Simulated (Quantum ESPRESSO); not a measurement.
# Cr in Quantum ESPRESSO: work function with PBE

Aim: the work function of Cr with PBE.

All numbers are computed with Quantum ESPRESSO 7.5; they aren't measurements. Logs are shortened: lines on timing, memory, paths and dates and some standing lists are left out, and cuts for length are marked.

## (1) Starting point

The cell holds a slab with vacuum, 6 atoms: a = 2.602 Å, b = 2.602 Å, c = 25.623 Å, α = 90.00°, β = 90.00°, γ = 120.00°.

## (2) Work function, PBE, collinear spin, ferromagnetic start

Input file pw.in:

```
&CONTROL
  calculation = 'scf'
  prefix = 'pwscf'
  outdir = './tmp'
  pseudo_dir = './pseudo'
  tprnfor = .true.
  disk_io = 'low'
/
&SYSTEM
  ibrav = 0
  nat = 6
  ntyp = 1
  ecutwfc = 94
  nbnd = 58
  occupations = 'smearing'
  smearing = 'fd'
  degauss = 0.00367493
  nspin = 2
  starting_magnetization(1) = 0.2143
/
&ELECTRONS
  conv_thr = 6d-09
  electron_maxstep = 150
  mixing_beta = 0.3
  mixing_mode = 'local-TF'
/
ATOMIC_SPECIES
Cr    51.9961 Cr.upf
CELL_PARAMETERS angstrom
   2.6021529548    0.0000000000    0.0000000000
  -1.3010764774    2.2535305634    0.0000000000
   0.0000000000    0.0000000000   25.6232449531
ATOMIC_POSITIONS crystal
Cr     0.6666666667    0.3333333333    0.2927029739
Cr     0.3333333333    0.6666666667    0.3756217844
Cr     0.0000000000    0.0000000000    0.4585405948
Cr     0.6666666667    0.3333333333    0.5414594052
Cr     0.3333333333    0.6666666667    0.6243782156
Cr     0.0000000000    0.0000000000    0.7072970261
K_POINTS automatic
12 12 1 0 0 0
```

Input file pp_density.in:

```
&INPUTPP
  prefix = 'pwscf'
  outdir = './tmp'
  filplot = 'density.dat'
  plot_num = 0
/
&PLOT
  nfile = 1
  filepp(1) = 'density.dat'
  iflag = 3
  output_format = 6
  fileout = 'density.cube'
/
```

Input file pp_potential.in:

```
&INPUTPP
  prefix = 'pwscf'
  outdir = './tmp'
  filplot = 'potential.dat'
  plot_num = 11
/
&PLOT
  nfile = 1
  filepp(1) = 'potential.dat'
  iflag = 3
  output_format = 6
  fileout = 'potential.cube'
/
```

Input file pp_spin.in:

```
&INPUTPP
  prefix = 'pwscf'
  outdir = './tmp'
  filplot = 'spin.dat'
  plot_num = 6
/
&PLOT
  nfile = 1
  filepp(1) = 'spin.dat'
  iflag = 3
  output_format = 6
  fileout = 'spin.cube'
/
```

Input file pp_elf.in:

```
&INPUTPP
  prefix = 'pwscf'
  outdir = './tmp'
  filplot = 'elf.dat'
  plot_num = 8
/
&PLOT
  nfile = 1
  filepp(1) = 'elf.dat'
  iflag = 3
  output_format = 6
  fileout = 'elf.cube'
/
```

Potentials or basis: PseudoDojo 0.4.1 SR PBE standard.

Run with:

```bash
> OMP_NUM_THREADS=1 mpirun -n 2 pw.x -nk 2 -in pw.in > pw.out
> OMP_NUM_THREADS=1 mpirun -n 1 pp.x -in pp_density.in > pp_density.out
> OMP_NUM_THREADS=1 mpirun -n 1 pp.x -in pp_potential.in > pp_potential.out
> OMP_NUM_THREADS=1 mpirun -n 1 pp.x -in pp_spin.in > pp_spin.out
> OMP_NUM_THREADS=1 mpirun -n 1 pp.x -in pp_elf.in > pp_elf.out
```

pw.out:

```text
This program is part of the open-source Quantum ESPRESSO suite
     for quantum simulation of materials; please cite
[... 13 lines left out ...]
     --------------------
     sticks:   dense  smooth     PW     G-vecs:    dense   smooth      PW
     Sum         637     637    187               124763   124763   20125

     Using Slab Decomposition

     bravais-lattice index     =            0
     lattice parameter (alat)  =       4.9174  a.u.
     unit-cell volume          =    1013.9744 (a.u.)^3
     number of atoms/cell      =            6
     number of atomic types    =            1
     number of electrons       =        84.00
     number of Kohn-Sham states=           58
     kinetic-energy cutoff     =      94.0000  Ry
     charge density cutoff     =     376.0000  Ry
     scf convergence threshold =      6.0E-09
     mixing beta               =       0.3000
     number of iterations used =            8  local-TF  mixing
     Exchange-correlation= PBE
                           (   1   4   3   4   0   0   0)

     celldm(1)=   4.917356  celldm(2)=   0.000000  celldm(3)=   0.000000
     celldm(4)=   0.000000  celldm(5)=   0.000000  celldm(6)=   0.000000

     crystal axes: (cart. coord. in units of alat)
               a(1) = (   1.000000   0.000000   0.000000 )
               a(2) = (  -0.500000   0.866025   0.000000 )
               a(3) = (   0.000000   0.000000   9.846940 )

     reciprocal axes: (cart. coord. in units 2 pi/alat)
               b(1) = (  1.000000  0.577350 -0.000000 )
               b(2) = (  0.000000  1.154701  0.000000 )
               b(3) = (  0.000000 -0.000000  0.101554 )

     PseudoPot. # 1 for Cr read from file:
     Cr.upf
     Pseudo is Norm-conserving + core correction, Zval = 14.0
     Generated using ONCVPSP code by D. R. Hamann
     Using radial grid of 1638 points,  6 beta functions with:
                l(1) =   0
                l(2) =   0
                l(3) =   1
                l(4) =   1
                l(5) =   2
                l(6) =   2

     atomic species   valence    mass     pseudopotential
     Cr               14.00    51.99610     Cr( 1.00)

     Starting magnetic structure
     atomic species   magnetization
     Cr              0.214

     12 Sym. Ops., with inversion, found ( 6 have fractional translation)

   Cartesian axes

     site n.     atom                  positions (alat units)
         1        Cr     tau(   1) = (   0.5000000   0.2886751   2.8822287  )
[... 316 lines left out ...]
   -65.0014 -65.0005 -64.9313 -64.9152 -64.9143 -64.9019 -36.7034 -36.6855
   -36.6391 -36.6121 -36.5487 -36.5278 -36.3912 -36.3559 -36.2902 -36.2669
   -36.2563 -36.2554 -36.2107 -36.1792 -36.1211 -36.1185 -36.1035 -36.0952
     2.7239   2.7587   2.9583   3.1333   3.5406   3.5885   3.8155   3.8733
     4.2850   4.8082   5.4199   5.8137   5.9401   6.0787   6.1316   6.3224
     6.4639   6.9199   7.0232   7.3604   7.6530   7.6797   8.2142   8.4108
     8.6011   8.6639   8.6980   8.8069   8.8392   8.8647   8.9735   8.9803
     9.2711   9.5560

          k = 0.0000-0.5774 0.0000 ( 15590 PWs)   bands (ev):

   -64.9928 -64.9923 -64.9228 -64.9095 -64.9090 -64.8993 -36.7380 -36.7200
   -36.6572 -36.6492 -36.5789 -36.5615 -36.3500 -36.3470 -36.2906 -36.2789
   -36.2768 -36.2656 -36.2234 -36.1879 -36.1296 -36.1266 -36.1114 -36.1025
     2.6879   2.8453   3.0251   3.2156   3.4828   3.5362   3.6543   3.7622
     4.2096   4.7913   5.4027   5.8080   5.9910   6.0764   6.2375   6.4204
     6.5468   7.0006   7.2176   7.6611   7.9137   7.9288   8.2609   8.7015
     8.7390   8.8596   8.8762   8.9508   9.0226   9.0508   9.1043   9.6358
    10.3123  10.4852
[... 124 lines left out ...]
   -64.9771 -64.9771 -64.9008 -64.9008 -64.8989 -64.8989 -36.5768 -36.5768
   -36.5501 -36.5501 -36.5495 -36.5041 -36.4423 -36.4423 -36.4215 -36.3754
   -36.3628 -36.3628 -36.2833 -36.2833 -36.2248 -36.2070 -36.1768 -36.1768
     4.0929   4.0929   4.1087   4.1432   4.1432   4.2809   4.3036   4.3036
     4.3120   4.7266   4.7266   5.4360   5.4569   5.4569   5.5821   5.8709
     5.8709   5.9032   5.9088   7.3100   7.3100   7.3911   7.4374   7.4374
     8.0783   8.0783   8.4831   8.6454   8.6454   8.6607  13.4409  13.4409
    13.5571  13.5571

 ------ SPIN DOWN ----------

          k = 0.0000 0.0000 0.0000 ( 15659 PWs)   bands (ev):

   -65.0742 -65.0535 -65.0063 -64.9567 -64.9183 -64.9162 -36.6805 -36.5879
   -36.4348 -36.2731 -36.1342 -36.0820 -36.0820 -36.0693 -36.0693 -36.0354
   -36.0354 -36.0248 -36.0007 -36.0007 -35.9167 -35.9167 -35.9166 -35.9166
    -0.7240  -0.1012   0.8300   1.8172   2.4699   2.6849   5.5285   5.5618
     5.7939   5.9602   6.0127   6.0277   6.0277   6.1491   6.1491   6.1921
     6.1921   6.3018   6.3018   6.4382   6.4382   6.4895   6.4895   6.6737
     7.0765   7.6853   7.6853   7.7162   7.7162   7.7983   7.7983   8.1134
     8.1134   8.4905
[... 47 lines left out ...]
   -64.9501 -64.9450 -64.9188 -64.8946 -64.8403 -64.8402 -36.6654 -36.6342
   -36.6112 -36.5805 -36.4864 -36.4677 -36.3395 -36.2907 -36.2425 -36.2293
   -36.2125 -36.2040 -36.1574 -36.1526 -36.0990 -36.0958 -36.0295 -36.0288
     2.7425   2.7742   2.9839   3.1677   3.5776   3.6172   3.8451   3.9230
     4.3252   4.8431   5.4628   5.8609   5.9563   6.1035   6.1624   6.3592
     6.5206   6.9634   7.0686   7.4017   7.6996   7.7295   8.2722   8.4595
     8.6439   8.6891   8.7487   8.8398   8.8901   8.9315   9.0174   9.0178
     9.2900   9.5950

          k = 0.0000-0.5774 0.0000 ( 15590 PWs)   bands (ev):

   -64.9396 -64.9364 -64.9126 -64.8923 -64.8346 -64.8346 -36.7008 -36.6664
   -36.6357 -36.6178 -36.5115 -36.4992 -36.2878 -36.2823 -36.2546 -36.2394
   -36.2384 -36.2134 -36.1686 -36.1611 -36.1064 -36.1041 -36.0376 -36.0367
     2.7055   2.8650   3.0560   3.2481   3.5036   3.5774   3.6898   3.8118
     4.2488   4.8250   5.4491   5.8436   6.0141   6.1071   6.2645   6.4771
     6.5859   7.0461   7.2606   7.7084   7.9466   7.9816   8.3227   8.7353
     8.7854   8.8926   8.9228   8.9815   9.0665   9.1251   9.1529   9.6621
    10.3398  10.5260
[... 124 lines left out ...]
   -64.9196 -64.9196 -64.8953 -64.8953 -64.8241 -64.8241 -36.5374 -36.5374
   -36.5260 -36.4951 -36.4951 -36.4592 -36.4163 -36.4163 -36.3642 -36.3329
   -36.2915 -36.2915 -36.2136 -36.2136 -36.1638 -36.1636 -36.1636 -36.1526
     4.1207   4.1210   4.1210   4.1787   4.1787   4.3025   4.3214   4.3214
     4.3468   4.7722   4.7722   5.4711   5.4841   5.4841   5.6146   5.9403
     5.9403   5.9621   5.9672   7.3416   7.3416   7.3987   7.4925   7.4925
     8.1494   8.1494   8.5306   8.6658   8.6658   8.7053  13.4604  13.4604
    13.4651  13.5970

     the Fermi energy is     6.4662 ev

!    total energy              =   -1067.68810913 Ry
     estimated scf accuracy    <          5.4E-09 Ry
     smearing contrib. (-TS)   =      -0.00793439 Ry
     internal energy E=F+TS    =   -1067.68017474 Ry

     The total energy is F=E-TS. E is the sum of the following terms:
     one-electron contribution =   -9155.06443523 Ry
     hartree contribution      =    4587.12186401 Ry
     xc contribution           =    -157.64693343 Ry
     ewald contribution        =    3657.90932991 Ry

     total magnetization       =     0.29 Bohr mag/cell
     absolute magnetization    =     0.29 Bohr mag/cell

     convergence has been achieved in  72 iterations

     Forces acting on atoms (cartesian axes, Ry/au):

     atom    1 type  1   force =     0.00000000   -0.00000000    0.01040865
     atom    2 type  1   force =     0.00000000    0.00000000    0.00419382
     atom    3 type  1   force =    -0.00000000    0.00000000    0.00378415
     atom    4 type  1   force =     0.00000000    0.00000000   -0.00378415
     atom    5 type  1   force =     0.00000000    0.00000000   -0.00419382
     atom    6 type  1   force =     0.00000000    0.00000000   -0.01040865

     Total force =     0.016748     Total SCF correction =     0.000298

=------------------------------------------------------------------------------=
   JOB DONE.
=------------------------------------------------------------------------------=
```

pp_potential.out:

```text
This program is part of the open-source Quantum ESPRESSO suite
     for quantum simulation of materials; please cite
         "P. Giannozzi et al., J. Phys.:Condens. Matter 21 395502 (2009);
         "P. Giannozzi et al., J. Phys.:Condens. Matter 29 465901 (2017);
         "P. Giannozzi et al., J. Chem. Phys. 152 154105 (2020);
     in publications or presentations arising from this work. More details at

     IMPORTANT: XC functional enforced from input :
     Exchange-correlation= PBE
                           (   1   4   3   4   0   0   0)
     Any further DFT definition will be discarded
     Please, verify this is what you really want

     G-vector sticks info
     --------------------
     sticks:   dense  smooth     PW     G-vecs:    dense   smooth      PW
     Sum         637     637    187               124763   124763   20125

     Using Slab Decomposition

     Calling punch_plot, plot_num =  11
     Writing data to file  potential.dat
     Reading data from file  potential.dat

     Writing data to be plotted to file potential.cube
     Plot Type: 3D                     Output format: Gaussian cube

=------------------------------------------------------------------------------=
   JOB DONE.
=------------------------------------------------------------------------------=
```

Run time: 37 min. Hardware: 2 MPI ranks of Arm Neoverse V2, shared host; peak memory 1.1 GiB.

Results:

```yaml
Free_energy: -14526.6368 eV
Largest_force: 0.268 eV/Å
Band_gap_on_the_k_mesh: none (metal or under the smearing width)
Net_moment: 0.29 μB per cell
Absolute_moment: 0.29 μB per cell
Site_moments: Cr +0.07, +0.05, +0.00 μB
Valence_electrons_inside_the_program's_atomic_spheres: Cr 12.36, 12.45
Work_function_of_the_upper_face: 4.95 eV
Work_function_of_the_lower_face: 4.95 eV
```

Forces on the atoms (eV/Å):
```
Cr   0.000  0.000  0.268
Cr   0.000  0.000  0.108
Cr   0.000  0.000  0.097
Cr   0.000  0.000 -0.097
Cr   0.000  0.000 -0.108
Cr   0.000  0.000 -0.268
```
